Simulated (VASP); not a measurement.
# PbTe, self-consistent run: which settings are enough?

PbTe, P1 (no. 1), 2 atoms in the cell. PBE; PAW potentials Pb_d, Te (PBE set). VASP 6.6.1. The atoms are moved at random off their ideal places.

Wanted: energy within 1 meV/atom; forces within 0.005 eV/Å; pressure within 0.1 GPa.

POSCAR:
```
TePb
1.0
    0.0000000000      3.2310000000      3.2310000000
    3.2310000000      0.0000000000      3.2310000000
    3.2310000000      3.2310000000      0.0000000000
Pb Te
1 1
Direct
   -0.0014010000      0.0053550000     -0.0009410000
    0.5070250000      0.4934680000      0.5030170000
```

## FFT grids and symmetry tolerance typed by hand

| FFT grids and symmetry tolerance typed by hand | Energy less reference (meV/atom) | Forces, largest deviation (eV/Å) | Pressure (GPa) | SCF iterations | Time (s) |
|---|---|---|---|---|---|
| default | 0.0 | 0.0000 | 2.16 | 14 | 68 |
| NGX, NGY, NGZ = 42, 42, 42 | 0.0 | 0.0001 | 2.16 | 14 | 202 |
| NGX, NGY, NGZ = 26, 26, 26 | 0.0 | 0.0003 | 2.16 | 14 | 65 |
| NGX, NGY, NGZ = 22, 22, 22 | 0.0 | 0.0000 | 2.16 | 14 | 34 |
| NGX, NGY, NGZ = 18, 18, 18 | -1.2 | 0.0005 | 2.20 | 14 | 27 |
| NGXF, NGYF, NGZF = 48, 48, 48 | 0.0 | 0.0000 | 2.16 | 14 | 66 |
| NGXF, NGYF, NGZF = 96, 96, 96 | 0.0 | 0.0001 | 2.16 | 14 | 87 |
| SYMPREC = 0.001 | 0.0 | 0.0000 | 2.16 | 14 | 77 |
| SYMPREC = 1e-08 | 0.0 | 0.0000 | 2.16 | 14 | 84 |
| EWALD_CUTOFF = 2.0 | -3490.2 | 0.0574 | 31.07 | 14 | 67 |
| EWALD_CUTOFF = 8.0 | 0.0 | 0.0000 | 2.16 | 14 | 66 |

Chosen: NGX, NGY, NGZ = 22, 22, 22, the fastest of those that stay within half of the tolerance.

## The input

INCAR:
```
PREC = Accurate
ENCUT = 450
EDIFF = 1E-7
ISMEAR = 0
SIGMA = 0.02
LREAL = False
LASPH = True
ALGO = Normal
NELM = 100
ISIF = 2
LWAVE = False
LCHARG = False
NGX = 22
NGY = 22
NGZ = 22
```

KPOINTS:
```
k-points
0
Gamma
  6 6 6
```

Commands:
```
cat potpaw_PBE.64/Pb_d/POTCAR potpaw_PBE.64/Te/POTCAR > POTCAR
mpirun -np 1 vasp_std > vasp.out
```

The chosen input took VASP 6.6.1 34 s on 1 core (Intel Xeon Platinum 8488C (Sapphire Rapids)), a shared host.

## An input that fails: an FFT grid typed too coarse

It runs to its end, but against the unchanged starting input it is off by 2.5 meV/atom in the energy, 0.0250 eV/Å in the forces, 0.27 GPa in the pressure.

Changes against the starting input:
```
+ NGX = 12
+ NGY = 12
+ NGZ = 12
```
